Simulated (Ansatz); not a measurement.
# CdS (Fm-3m) in Ansatz: reference runs

Aim: a first look at CdS with PBE, on the cell as given and on a disturbed one.

Program: Ansatz 0.2.0. These are calculated values, not measurements. Logs are shortened: lines on timing, memory, paths and dates and some standing lists are left out, and cuts for length are marked.

## 1. The structure

Symmetry: Fm-3m, No. 225, cubic system. Conventional cell: a = 5.506 Å, b = 5.506 Å, c = 5.506 Å, α = 90.00°, β = 90.00°, γ = 90.00°. Around Cd (site symmetry m-3m) lie 6 S at 2.75 Å. Around S (site symmetry m-3m) lie 6 Cd at 2.75 Å.

Measurements of this composition are mostly on another form, of space group No. 186.

## 2. Single point, PBE

The input, input.yaml:

```yaml
crystal:
  lattice:
    - [0.0, 2.753244, 2.753244]
    - [2.753244, 0.0, 2.753244]
    - [2.753244, 2.753244, 0.0]
  atoms:
    - { symbol: Cd, position: [0.0, 0.0, 0.0] }
    - { symbol: S, position: [0.5, 0.5, 0.5] }
hamiltonian:
  xc: pbe
  pseudopotentials: { kind: paw }
kpoints:
  mp_grid: { grid: [8, 8, 8] }
scf:
  occupations: { method: fermi_dirac, width: 0.05 }
output:
  forces: true
  stress: true
  eigenvalues: true
  write_density: true
  write_potential: true
  elf: true
  volumetric_format: npy
```

Potentials or basis: Ansatz PAW.

On the command line:

```
> ansatz run input.yaml --threads 1 --pin off --max-ram 2560MiB --backend cpu --events-out ev --progress --plain --runs-dir out
```

Standard output:

```text
Warning: RAYON_NUM_THREADS=1 ignored (pool sized by the plan → 1); use --threads N
Engine: ansatz 0.2.0, aarch64-unknown-linux-gnu
Pseudopotentials: kind: paw
Pseudopotential: Cd, paw, valence charge 20, recommended cutoff 420 eV (normal), Cd.paw.azcp
Pseudopotential: S, paw, valence charge 6, recommended cutoff 420 eV (normal), S.paw.azcp
Functional definition: PBE
  parameter kappa = 0.804
  parameter beta = 0.06672455060314922
  exchange = pbe_x(kappa = kappa, mu = beta*pi^2/3)
  correlation = pbe_c(beta = beta)
Crystal: 2 atoms, lattice volume = 41.741 Å³
Basis set: ecut = 420 eV, 869 PW (Γ), exchange–correlation on 54×54×54 points (8 copies of the dense FFT grid, shifted against one another)
Bands: 17, of which v1, the nominal top of the filled ones, is band 13 counted from 1 (12 counted from 0)
Symmetry: 48 space group operations
Space group: Fm-3m (ITA 225), of the structure as read, at distance tolerance 3.5e-5 Å
k-points: 29 of 512
Non-local potential: Cd, projectors of the file, l = 0: 3, l = 1: 2, l = 2: 2, l = 3: 1
Non-local potential: S, projectors of the file, l = 0: 2, l = 1: 2, l = 2: 2
PAW form: soft (Blöchl's): semilocal exchange-correlation on the pseudo side does not see the compensation charge
PAW one-centre angular grid: Cd, 590 points (default); XC on 64 Gauss nodes
PAW one-centre angular grid: S, 110 points (default); XC on 64 Gauss nodes
Initial density: superposition of atomic densities (neutral atoms: chi_scale 0, normalization atom), corrected by the library's trained network
Initial wavefunctions: pseudopotential atomic-orbital guess
Functional: x = pbe(κ = 0.804, μ = 0.2195149727645171), c = pbe(β = 0.06672455060314922)
SCF iter   1: F=—  HF=-9157.557408 eV  |F-HF|=—  |Δ(HF+E_count)|=         —  Δρ=1.03e-3  dr2=5.50e-4  ethr=1.77e-3  ⟨swp⟩=4.7  Hψ=2310  notcnv=0
preconditioner: auto → none  [insulator: Δε(μ)=0.277 eV  Ē_g=12.401 eV  σ=0.050 eV  W_gap=0.80  n_scr=14 (ndim 8)  ℏωp=24.4 eV  f_vac=0.007  D(μ)=0.08/eV (n_scr^D=0)  ε∞_Penn≈4.9]
SCF iter   2: F=—  HF=-9157.558149 eV  |F-HF|=—  |Δ(HF+E_count)|=   7.40e-4  Δρ=3.91e-4  dr2=6.38e-5  ethr=2.12e-6  ⟨swp⟩=2.0  Hψ=972  notcnv=0
SCF iter   3: F=—  HF=-9157.558199 eV  |F-HF|=—  |Δ(HF+E_count)|=   5.07e-5  Δρ=1.11e-4  dr2=3.90e-6  ethr=2.45e-7  ⟨swp⟩=2.5  Hψ=697  notcnv=0
SCF iter   4: F=—  HF=-9157.558202 eV  |F-HF|=—  |Δ(HF+E_count)|=   2.83e-6  Δρ=3.39e-5  dr2=3.59e-7  ethr=1.50e-8  ⟨swp⟩=2.3  Hψ=818  notcnv=0
iter 5 did not close the SCF: its close was put off for the readings that it lacked (scf_convergence_deferred on its scf_iter line)
SCF iter   5: F=-9157.558202 eV  HF=-9157.558202 eV  |F-HF|=1.11e-8  |Δ(HF+E_count)|=   1.26e-7  Δρ=4.47e-6  dr2=3.41e-9  ethr=1.38e-9  ⟨swp⟩=2.7  Hψ=916  notcnv=0
SCF iter   6: F=-9157.558202 eV  HF=-9157.558202 eV  |F-HF|=1.87e-10  |Δ(HF+E_count)|=   1.19e-8  Δρ=8.41e-7  dr2=1.85e-10  ethr=1.31e-11  ⟨swp⟩=4.1  Hψ=2466  notcnv=0
SCF 1 converged in 6 iterations: F = -9157.558202 eV  dr2 = 1.85e-10
SCF converged after 6 iterations
Free energy (F): -9157.558202 eV
Harris-Foulkes:  -9157.558202 eV  (|F-HF|=1.87e-10)
Internal energy: -9157.557213 eV  (E = F + TS)
E sigma→0 (E₀):  -9157.557708 eV
Entropy (-TS):   -0.000989 eV (-0.494 meV/atom)
Fermi energy:    9.570171 eV
--- Per-component energies (eV) ---
  E_band       = -446.923118
  E_kinetic    = 610.923496
  E_local      = -3570.072466  (includes V_loc(G=0)·N_el)
  E_nonlocal   = 63.089825
  E_hartree    = 1652.224706
  E_xc         = -273.343404
  E_vxc        = -308.420873  (∫ρ·V_xc dr)
  E_paw        = -4684.692069  (= ΣΔE_a)
  E_vpaw       = -546.891565  (= ΣTr[D̂ρ^β])
  E_aug_tail   = 0.000016  (compensation charges beyond the density's cutoff)
  E_ewald      = -2955.687317
  E_smearing   = -0.000989  (= −TS)
  E_closure    = 0.000000  (closes the sum)
  Σ components = -9157.558202   (vs F -9157.558202, Δ=0.00e0)
--- Forces (eV/Å), atoms counted from 1 ---
  atom   1  Cd    -0.00000000     0.00000000     0.00000000
  atom   2  S      0.00000000    -0.00000000     0.00000000
  max |Σ_I F_I| component: 3.94e-30 eV/Å
--- Stress (GPa, compression-positive) ---
       -0.444284      -0.000000      -0.000000
       -0.000000      -0.444284       0.000000
       -0.000000       0.000000      -0.444284
  P = ⅓ Tr σ = -0.4443 GPa (-4.443 kbar)
--- Band table (eV; the first three rows and the last of 29) ---
  k-point 0: bands = ["-92.1737", "-53.2479", "-53.2479", "-53.2479", "-3.2861", "1.8038", "1.8038", "1.8038", "1.8039", "1.8039", "8.6561", "8.6561", "8.6561", "10.2116", "18.5480", "18.5480", "18.5480"]
  k-point 1: bands = ["-92.1737", "-53.2481", "-53.2479", "-53.2479", "-3.1573", "1.7595", "1.7595", "1.7903", "1.8316", "1.8316", "7.5116", "8.7500", "8.7500", "11.3547", "17.3476", "18.2136", "18.2136"]
  k-point 2: bands = ["-92.1737", "-53.2486", "-53.2480", "-53.2480", "-2.8129", "1.6557", "1.6557", "1.7397", "1.8994", "1.8994", "6.0538", "8.9886", "8.9886", "12.6323", "16.1437", "16.8034", "16.8034"]
  k-point 28: bands = ["-92.1736", "-53.2488", "-53.2488", "-53.2484", "-2.2793", "1.6732", "1.8089", "1.8089", "2.0602", "2.5264", "6.2739", "6.2739", "6.5908", "12.7253", "16.0547", "16.9748", "16.9748"]
```

Wall time 1.5 s (1 thread of Arm Neoverse V2, shared host); peak memory 0.29 GiB.

Results:

```yaml
Free_energy: -9157.5582 eV
Pressure: -0.4 GPa
Band_gap_on_the_k_mesh: 0.26 eV, indirect (least direct gap 1.56 eV)
```

A k mesh can miss the band edges.

## 3. Single point, PBE (atoms moved at random, drawn with an rms of 0.05 Å)

The input, input.yaml:

```yaml
crystal:
  lattice:
    - [0.0, 2.753244, 2.753244]
    - [2.753244, 0.0, 2.753244]
    - [2.753244, 2.753244, 0.0]
  atoms:
    - { symbol: Cd, position: [0.00435, -0.022735, 0.013139] }
    - { symbol: S, position: [0.500835, 0.493967, 0.497402] }
hamiltonian:
  xc: pbe
  pseudopotentials: { kind: paw }
kpoints:
  mp_grid: { grid: [8, 8, 8] }
scf:
  occupations: { method: fermi_dirac, width: 0.05 }
output:
  forces: true
  stress: true
  eigenvalues: true
```

Potentials or basis: Ansatz PAW.

On the command line:

```
> ansatz run input.yaml --threads 1 --pin off --max-ram 2560MiB --backend cpu --events-out ev --progress --plain --runs-dir out
```

It took 13 s on 1 thread of Arm Neoverse V2, shared host; peak memory 0.45 GiB.

The run converged. Its results:

```yaml
Free_energy: -9157.5557 eV
Pressure: -0.3 GPa
Largest_force: 0.080 eV/Å
Band_gap_on_the_k_mesh: 0.27 eV, indirect (least direct gap 1.55 eV)
```

Forces on the atoms (eV/Å):
```
Cd   0.003 -0.066  0.044
S   -0.003  0.066 -0.044
```

Stress tensor (GPa, compression positive):
```
-0.46  0.00  0.00
 0.00 -0.21  0.02
 0.00  0.02 -0.34
```

Levels at points of the mesh, in eV from the valence-band top:
| k point | band 11 | band 12 | band 13 | band 14 | band 15 | band 16 |
| --- | --- | --- | --- | --- | --- | --- |
| (0.00, 0.00, 0.00) | -0.71 | -0.71 | -0.71 | 0.84 | 9.15 | 9.15 |
| (0.00, 0.00, -0.50) | -4.74 | 0.00 | 0.00 | 3.52 | 5.90 | 5.91 |
| (0.00, -0.50, 0.00) | -4.74 | 0.00 | 0.00 | 3.52 | 5.90 | 5.90 |
| (0.00, -0.50, -0.50) | -4.10 | -2.06 | -2.05 | 0.27 | 6.05 | 9.70 |
| (-0.50, 0.00, 0.00) | -4.75 | -0.01 | 0.00 | 3.53 | 5.91 | 5.91 |
| (-0.50, 0.00, -0.50) | -4.10 | -2.06 | -2.06 | 0.27 | 6.06 | 9.71 |
| (-0.50, -0.50, 0.00) | -4.10 | -2.06 | -2.05 | 0.27 | 6.05 | 9.71 |
| (-0.50, -0.50, -0.50) | -4.75 | -0.01 | 0.00 | 3.53 | 5.91 | 5.91 |

A k mesh can miss the band edges.
